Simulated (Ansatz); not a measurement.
# Ga: energy above lowest point and pressure as volume per atom varies

All results are calculated (Ansatz 0.2.0 development build). Equation of state of a cubic crystal from periodic Kohn-Sham density functional theory without spin; pressure corrected for the finite basis.

Cell of the first row (space group Im-3m, No. 229):
```
Ga
1.0
     -1.6523     1.6523     1.6523
      1.6523    -1.6523     1.6523
      1.6523     1.6523    -1.6523
Ga
1
Direct
  0.00000 0.00000 0.00000
```

Settings of every row: formula Ga; structure type bcc; functional PBE; spin treatment none; k mesh 45x45x45; occupation method fermi-dirac; occupation width 0.061225619 eV; wave cutoff 420 eV; datasets soft-1 PAW; density cutoff ratio 4.

Limits: a cubic model structure, not a phase known at ambient conditions.

| row | volume per atom (Å³) | energy above lowest point (meV/atom) | pressure (GPa) |
| --- | --- | --- | --- |
| 1 | 18.044 | 11.82 | 3.472 |
| 2 | 18.428 | ? | ? |
| 3 | 18.812 | 1.25 | 1.038 |
| 4 | 19.196 | 0 | 0.022 |
| 5 | 19.58 | 1.05 | -0.878 |
| 6 | 19.964 | 4.12 | -1.674 |

Question: what energy above lowest point and pressure should row 2 give?

Worked fit of energy above lowest point. Take u = (V_r/V)^(2/3) − 1 with V_r = 19.196 Å³ an atom, which is twice the finite (Eulerian) strain; such expansions in the strain, on which the Birch-Murnaghan equation of state is built, carry the rest volume and the bulk modulus. The shown rows have u = 0.04212, 0.01356, 0, -0.01312, -0.02581. Least squares give energy above lowest point = −0.01 + 6.96 × u + 6498.7 × u² meV/atom; a straight line predicts inner rows, each left out in turn, worse (root mean square 3.7 against 0.044 meV/atom). The rows lie off it by 0.01, -0.03, 0.01, 0.03, -0.02. Its lowest point lies at u = -0.0005, or V = 19.21 Å³ an atom, and the curvature there gives the bulk modulus at fixed shape and fractions, B = (4/9)(1 + u)² E″(u)/V = 48.1 GPa. The withheld row has u = 0.02759, so the fit gives −0.01 + 6.96 × (0.02759) + 6498.7 × (0.02759)² = 5.13 meV/atom.

The calculation gave 5.08 meV/atom. The fit lies 0.05 meV/atom (0.42 % of the column's range) above it; its largest miss of a shown row is 0.03 meV/atom.

Worked fit of pressure. Take u = (V_r/V)^(2/3) − 1 with V_r = 19.196 Å³ an atom, which is twice the finite (Eulerian) strain; such expansions in the strain, on which the Birch-Murnaghan equation of state is built, carry the rest volume and the bulk modulus. The shown rows have u = 0.04212, 0.01356, 0, -0.01312, -0.02581. Least squares give pressure = 0.0215 + 71.83 × u + 239.36 × u² GPa; a straight line predicts inner rows, each left out in turn, worse (root mean square 0.13 against 0.0023 GPa). The rows lie off it by 0.000, -0.002, 0.001, 0.002, -0.001. The pressure vanishes at u = -0.0003, or V = 19.2 Å³ an atom, and there the bulk modulus at fixed shape and fractions is B = −V dP/dV = (2/3)(1 + u) dP/du = 47.8 GPa. The withheld row has u = 0.02759, so the fit gives 0.0215 + 71.83 × (0.02759) + 239.36 × (0.02759)² = 2.185 GPa.

The calculation gave 2.183 GPa. The fit lies 0.002 GPa (0.039 % of the column's range) above it; its largest miss of a shown row is 0.002 GPa.
